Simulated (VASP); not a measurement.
# Si (P6_3/mmc) in VASP: notebook

Aim: see how the results for Si move with the level of theory and the settings. Levels: HSE06, PBE. Tasks: single point.

All numbers are computed with VASP 6.6.1; they aren't measurements. Logs are shortened: lines on timing, memory, paths and dates and some standing lists are left out, and cuts for length are marked.

### Step 1. The structure

Symmetry: P6_3/mmc, No. 194, hexagonal system. The conventional cell has a = 3.831 Å, b = 3.831 Å, c = 6.333 Å, α = 90.00°, β = 90.00°, γ = 120.00°. Around Si (site symmetry 3m) lie 4 Si at 2.35 to 2.37 Å.

This isn't the form of Si at room conditions, which is diamond.

### Step 2. Single point, HSE06

Contents of POSCAR:

```
Si
1.0
    3.8313174605      0.0000000000      0.0000000000
   -1.9156587303      3.3180182508      0.0000000000
    0.0000000000      0.0000000000      6.3326220002
Si
4
Direct
    0.6666666667      0.3333333333      0.9369905000
    0.3333333333      0.6666666667      0.4369905000
    0.6666666667      0.3333333333      0.5630095000
    0.3333333333      0.6666666667      0.0630095000
```

Contents of INCAR.step1:

```
  PREC = Accurate
  ENCUT = 520
  EDIFF = 1E-5
  ISMEAR = 0
  SIGMA = 0.01
  LREAL = False
  LASPH = True
  NELM = 100
  ALGO = Normal
  ISIF = 2
  LWAVE = True
  NKRED = 1
  NBANDS = 16
  GGA = PE
```

Contents of INCAR.step2:

```
  PREC = Accurate
  ENCUT = 520
  EDIFF = 1E-6
  ISMEAR = 0
  SIGMA = 0.01
  LREAL = False
  LASPH = True
  NELM = 100
  ALGO = Normal
  ISIF = 2
  LWAVE = False
  LCHARG = False
  GGA = PE
  LHFCALC = True
  HFSCREEN = 0.2
  PRECFOCK = Fast
  NKRED = 1
  NBANDS = 16
  ISTART = 1
```

Contents of KPOINTS:

```
regular mesh
0
Gamma
  5 5 3
```

Potentials or basis: VASP PAW PBE potentials, release 64 (Si).

On the command line:

```
cat potpaw_PBE.64/Si/POTCAR > POTCAR
cp INCAR.step1 INCAR
mpirun -np 1 vasp_std > vasp.out
cp INCAR.step2 INCAR
mpirun -np 1 vasp_std > vasp.out
```

OUTCAR:

```text
PREC = Accurate
   ENCUT = 520
   EDIFF = 1E-6
   ISMEAR = 0
   LREAL = False
   LASPH = True
   NELM = 100
   ISIF = 2
   GGA = PE
   LHFCALC = True
   HFSCREEN = 0.2
   PRECFOCK = Fast
   NKRED = 1
   ISTART = 1

 Found     10 irreducible k-points:

 Following reciprocal coordinates:
            Coordinates               Weight
  0.000000  0.000000  0.000000      1.000000
  0.200000 -0.000000  0.000000      6.000000
  0.400000 -0.000000  0.000000      6.000000
  0.200000  0.200000  0.000000      6.000000
  0.400000  0.200000  0.000000      6.000000
  0.000000  0.000000  0.333333      2.000000
   k-points           NKPTS =     10   k-points in BZ     NKDIM =     75   number of bands    NBANDS=     16
   number of dos      NEDOS =    301   number of ions     NIONS =      4
   total plane-waves  NPLWV =  37632
   dimension x,y,z NGX =    28 NGY =   28 NGZ =   48
   dimension x,y,z NGXF=    56 NGYF=   56 NGZF=   96
   ions per type =               4
   NGX,Y,Z   is equivalent  to a cutoff of  12.15, 12.15, 12.60 a.u.
   NGXF,Y,Z  is equivalent  to a cutoff of  24.30, 24.30, 25.20 a.u.
 SYSTEM =  unknown system
   PREC   = accura    normal or accurate (medium, high low for compatibility)
   ISTART =      1    job   : 0-new  1-cont  2-samecut
   ICHARG =      0    charge: 1-file 2-atom 10-const
   ISPIN  =      1    spin polarized calculation?
   LNONCOLLINEAR =      F non collinear calculations
   LSORBIT =      F    spin-orbit coupling
   LASPH  =      T    aspherical Exc in radial PAW
   ENCUT  =  520.0 eV  38.22 Ry    6.18 a.u.   7.12  7.12 11.77*2*pi/ulx,y,z
   NELM   =    100;   NELMIN=  2; NELMDL=  0     # of ELM steps
   EDIFF  = 0.1E-05   stopping-criterion for ELM
   LREAL  =      F    real-space projection
   EDIFFG = 0.1E-04   stopping-criterion for IOM
   NSW    =      0    number of steps for IOM
   IBRION =     -1    ionic relax: 0-MD 1-quasi-New 2-CG
   NFREE  =      0    steps in history (QN), initial steepest desc. (CG)
   ISIF   =      2    stress and relaxation
   ISYM   =      3    0-nonsym 1-usesym 2-fastsym
   POTIM  = 0.5000    time-step for ionic-motion
   TEBEG  =    0.0;   TEEND  =   0.0 temperature during run
   PSTRESS=    0.0 pullay stress
   NELECT =      16.0000    total number of electrons
   NUPDOWN=      -1.0000    fix difference up-down
   EMIN   =  10.00;   EMAX   =-10.00  energy-range for DOS
   EFERMI =   0.00;   METHOD = LEGACY
   ISMEAR =     0;   SIGMA  =   0.01  broadening in eV -4-tet -1-fermi 0-gaus
   EFERMI_NEDOS =   21; number of points for ismear=-14 and -15
   IALGO  =     38    algorithm
   IMIX   =      1    mixing-type and parameters
     AMIX     =   0.40;   BMIX     =  1.00
     AMIX_MAG =   1.60;   BMIX_MAG =  1.00
  volume/ion in A,a.u.               =      20.13       135.81
  Fermi-wavevector in a.u.,A,eV,Ry     =   0.955384  1.805414 12.418837  0.912759
  Thomas-Fermi vector in A             =   2.084217
   LORBIT       =      0    0 simple, 1 ext, 2 COOP (PROOUT), +10 PAW based schemes
   GGA     = PE    functional components
   LHFCALC =     T    Hartree Fock is set to
   PRECFOCK=fast      Normal, Fast or Accurate (Low or Medium for compatibility)
   ENCUT4O =  -1.0   cutoff for four orbital integrals eV
   NKREDX  =     1    reduce k-point grid by
   NKREDY  =     1    reduce k-point grid by
   NKREDZ  =     1    reduce k-point grid by
   AEXX    =    0.2500 exact exchange contribution
   HFSCREEN=    0.2000 screening length (either q_TF or 0.3 A-1)
   HFSCREENC=   0.2000 screening length for correlation (either q_TF or 0.3 A-1)
   ENCUTFOCK=  -1.0 apply spherical cutoff to Coloumb kernel
   IVDW    =     0    specifies the selected vdW correction
   LEPSILON=     F    determine dielectric tensor
   LRPA    =     F    only Hartree local field effects (RPA)
 non-spin polarized calculation
 Gauss-broadening in eV      SIGMA  =   0.01
  energy-cutoff  :      520.00
  volume of cell :       80.50
 maximum number of plane-waves:      2183
  NGX = 16; NGY = 16; NGZ = 28

 number of electron      15.9999999 magnetization

 Free energy of the ion-electron system (eV)
  ---------------------------------------------------
  ext. energy  EPLUGINS =         0.00000000
  ---------------------------------------------------
  free energy    TOTEN  =       -25.05546182 eV

  energy without entropy =      -25.05546182  energy(sigma->0) =      -25.05546182

 E-fermi :   5.8112     XC(G=0):  -7.8110

 val. band max:        5.6949037856   @ k =   0.0000   0.0000   0.0000
 cond. band min:       6.8230591205   @ k =   0.4000  -0.0000   0.0000
 fundamental gap:      1.1281553348
 Fermi energy:         5.8111507965

 k-point     1 :       0.0000    0.0000    0.0000
  band No.  band energies     occupation
      1      -7.8541      2.00000
      2      -5.3139      2.00000
      3      -2.2918      2.00000
      4       4.0238      2.00000
      5       4.0238      2.00000
      6       5.3296      2.00000
[... 8 lines left out ...]
     15      10.7625      0.00000
     16      12.5424      0.00000

 k-point     2 :       0.2000   -0.0000    0.0000
  band No.  band energies     occupation
      1      -7.3428      2.00000
      2      -4.7869      2.00000
      3      -2.0880      2.00000
      4       1.5190      2.00000
      5       3.1350      2.00000
      6       3.2589      2.00000
[... 8 lines left out ...]
     15      12.3293      0.00000
     16      12.4388      0.00000

 k-point     3 :       0.4000   -0.0000    0.0000
  band No.  band energies     occupation
      1      -5.9493      2.00000
      2      -3.3278      2.00000
      3      -3.0397      2.00000
      4      -0.0987      2.00000
      5       0.3806      2.00000
      6       2.4474      2.00000
[... 8 lines left out ...]
     15      13.5078      0.00000
     16      14.5232      0.00000

 k-point     4 :       0.2000    0.2000    0.0000
  band No.  band energies     occupation
      1      -6.3641      2.00000
      2      -3.7685      2.00000
      3      -2.4226      2.00000
      4       0.6046      2.00000
      5       0.9869      2.00000
      6       1.4415      2.00000
[... 8 lines left out ...]
     15      12.0626      0.00000
     16      13.4184      0.00000

 k-point     5 :       0.4000    0.2000    0.0000
  band No.  band energies     occupation
      1      -5.0278      2.00000
      2      -3.7866      2.00000
      3      -2.3312      2.00000
      4      -0.9895      2.00000
      5       0.4330      2.00000
      6       1.3731      2.00000
[... 8 lines left out ...]
     15      12.8411      0.00000
     16      13.9892      0.00000

 k-point     6 :       0.0000    0.0000    0.3333
  band No.  band energies     occupation
      1      -7.4593      2.00000
      2      -6.3496      2.00000
      3      -0.4880      2.00000
      4       2.7851      2.00000
      5       4.3295      2.00000
      6       4.3295      2.00000
[... 8 lines left out ...]
     15      11.9365      0.00000
     16      13.6406      0.00000

 [... further k-points ...]

------------------------ aborting loop because EDIFF is reached ----------------------------------------

  FORCE on cell =-STRESS in cart. coord.  units (eV):
  Direction    XX          YY          ZZ          XY          YZ          ZX
  --------------------------------------------------------------------------------------
  -------------------------------------------------------------------------------------
  Total       -0.0798562     -0.0798562     -0.2509321      0.0000000      0.0000000      0.0000000
  in kB       -1.5893095     -1.5893095     -4.9940901      0.0000000      0.0000000      0.0000000
  external PRESSURE =      -2.7242364 kB  Pullay stress =       0.0000000 kB

 VOLUME and BASIS-vectors are now :
 -----------------------------------------------------------------------------
  energy-cutoff  :      520.00
  volume of cell :       80.50
      direct lattice vectors                 reciprocal lattice vectors
     3.831317461  0.000000000  0.000000000     0.261006823  0.150692360  0.000000000
    -1.915658730  3.318018251  0.000000000     0.000000000  0.301384720  0.000000000
     0.000000000  0.000000000  6.332622000     0.000000000  0.000000000  0.157912473

 POSITION                                       TOTAL-FORCE (eV/Angst)
 -----------------------------------------------------------------------------------
      1.91566      1.10601      5.93361        -0.000000     -0.000000      0.029662
     -0.00000      2.21201      2.76730         0.000000      0.000000      0.029662
      1.91566      1.10601      3.56533        -0.000000     -0.000000     -0.029662
     -0.00000      2.21201      0.39902         0.000000     -0.000000     -0.029662
 -----------------------------------------------------------------------------------
    total drift:                                0.000000     -0.000000      0.000000

  FREE ENERGIE OF THE ION-ELECTRON SYSTEM (eV)
  ---------------------------------------------------
  free  energy   TOTEN  =       -25.0554618168 eV

  energy  without entropy=      -25.0554618168  energy(sigma->0) =      -25.05546182
```

Run time: 2 min. Hardware: 1 thread of Intel Xeon 6975P-C (Granite Rapids), shared host; peak memory 0.28 GiB.

These settings aren't checked as converged: the numbers below hold their error.

Results:

| Item | Value |
| --- | --- |
| Free energy | -25.0555 eV |
| Pressure | -0.3 GPa |
| Largest force | 0.030 eV/Å |
| Band gap on the k mesh | 1.13 eV, indirect (least direct gap 1.73 eV) |

Caveat: the PAW data sets were made with another functional, which shifts forces and pressure a little; an odd mesh through Γ misses points on the zone boundary, where band edges often lie.

### Step 3. Single point, PBE

Contents of INCAR:

```
ADDGRID  = False        
ALGO     = Normal         # electronic algorithm
EDIFF    = 1E-8           # SCF threshold, eV
ENCUT    = 900            # plane-wave cutoff, eV
GGA      = PE             # functional
ISIF     = 2              # what is computed and relaxed
ISMEAR   = 0              # smearing method
LASPH    = True           # aspherical terms in the spheres
LCHARG   = False          # write CHGCAR
LREAL    = False          # projectors in reciprocal space
LWAVE    = False          # write WAVECAR
NBANDS   = 16             # bands
NELM     = 100            # most SCF steps
PREC     = Accurate       # precision mode
SIGMA    = 0.02           # smearing width, eV
```

Contents of KPOINTS:

```
k-points
0
Gamma
  8 8 5
```

POSCAR is that of step 2.

Potentials or basis: VASP PAW PBE potentials, release 64 (Si).

On the command line:

```
cat potpaw_PBE.64/Si/POTCAR > POTCAR
mpirun -np 1 vasp_std > vasp.out
```

Run time: 50 s. Hardware: 1 thread of Intel Xeon Platinum 8488C (Sapphire Rapids), shared host; peak memory 0.3 GiB.

It converged, with:

* Free energy: -21.6459 eV
* Pressure: 1.4 GPa
* Largest force: 0.007 eV/Å
* Band gap on the k mesh: 0.42 eV, indirect (least direct gap 1.03 eV)

Forces in eV/Å, atoms in the order of the input:
```
Si   0.000  0.000  0.007
Si   0.000  0.000  0.007
Si   0.000  0.000 -0.007
Si   0.000  0.000 -0.007
```

Levels at points of the mesh, in eV from the valence-band top:
```csv
k point,band 4,band 5,band 6,band 7,band 8,band 9,band 10,band 11,band 12,band 13
"(0.00, 0.00, 0.00)",-1.52,-1.52,-0.35,0.00,0.00,1.03,2.00,2.00,2.35,3.51
"(0.50, 0.00, 0.00)",-5.97,-4.66,-3.05,-2.98,-1.44,0.42,2.35,2.99,3.11,4.42
```

Caveat: an odd mesh through Γ misses points on the zone boundary, where band edges often lie.

### Step 4. Single point, PBE

INCAR is that of step 3.

KPOINTS is that of step 3.

Contents of POSCAR:

```
Si
1.0
    3.8313174605      0.0000000000      0.0000000000
   -1.9156587303      3.3180182508      0.0000000000
    0.0000000000      0.0000000000      6.3326220002
Si
4
Direct
    0.6655130000      0.3227030000      0.9380340000
    0.3547120000      0.6831860000      0.4293900000
    0.6599490000      0.3251260000      0.5656880000
    0.3139780000      0.6447660000      0.0617650000
```

On the command line:

```
cat potpaw_PBE.64/Si/POTCAR > POTCAR
mpirun -np 1 vasp_std > vasp.out
```

It took 4.6 min on 1 thread of Intel Xeon Platinum 8488C (Sapphire Rapids), shared host; peak memory 0.52 GiB.

It converged, with:

| Quantity | Value |
| --- | --- |
| Free energy | -21.5356 eV |
| Pressure | 1.6 GPa |
| Largest force | 1.361 eV/Å |
| Band gap on the k mesh | 0.10 eV, indirect (least direct gap 0.76 eV) |

Forces in eV/Å, atoms in the order of the input:
```
Si  -0.686 -0.498 -0.114
Si  -0.599 -1.024  0.667
Si   0.580  0.970 -0.419
Si   0.706  0.553 -0.135
```

Stress tensor (GPa, compression positive):
```
0.63 0.08 1.35
0.08 1.66 1.68
1.35 1.68 2.40
```

Levels at points of the mesh, in eV from the valence-band top:
```tsv
k point	band 4	band 5	band 6	band 7	band 8	band 9	band 10	band 11	band 12	band 13
(0.00, 0.00, 0.00)	-1.87	-1.82	-0.85	-0.28	0.00	0.76	1.58	1.68	2.10	3.20
(0.50, 0.00, 0.00)	-6.15	-5.01	-3.36	-3.32	-1.71	0.12	2.03	2.51	2.71	4.16
(0.00, 0.50, 0.00)	-6.33	-4.99	-3.42	-3.32	-1.60	0.15	2.11	2.64	2.71	4.25
(0.50, 0.50, 0.00)	-6.20	-5.03	-3.36	-3.33	-1.65	0.10	2.00	2.57	2.70	4.21
```

Caveat: an odd mesh through Γ misses points on the zone boundary, where band edges often lie.

(Part 1 of 2 ends here.)
